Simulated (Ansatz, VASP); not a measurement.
# One calculation of CdS, two programs

```xyz
4
Lattice="4.1348 0.0000 0.0000 -2.0674 3.5808 0.0000 0.0000 0.0000 6.7490" Properties=species:S:1:pos:R:3 pbc="T T T"
Cd    0.0000    2.3872    0.0000
Cd    2.0674    1.1936    3.3745
S     0.0000    2.3872    2.5984
S     2.0674    1.1936    5.9729
```

Alike in both runs: task single point; functional PBE; k mesh 9 × 9 × 4; occupations gaussian, width 0.05 eV; no spin polarisation.

|  | VASP | Ansatz |
| --- | --- | --- |
| version | VASP 6.6.1 | Ansatz 0.2.0 |
| potentials or method | VASP PAW PBE potentials, release 64 (Cd, S) | scalar-relativistic, plane waves, PAW |
| plane-wave cutoff (eV) | 520 | 420 |
| valence electrons in the cell | 36 | 52 |

```tsv
	VASP	Ansatz	Ansatz less VASP
gap on the k mesh at the Fermi level (eV)	1.23	1.23	-0.003
least direct gap on the mesh (eV)	1.23	1.23	-0.003
pressure (GPa)	2.9	2.5	-0.35
largest component of the traceless stress (GPa)	1.55	1.49	-0.056
rms of the force components (eV/Å)	0.155	0.150	-0.0048
```

Atom by atom the forces differ by 0.005 eV/Å (rms over components). The two sets of potentials don't hold the same shells in valence.
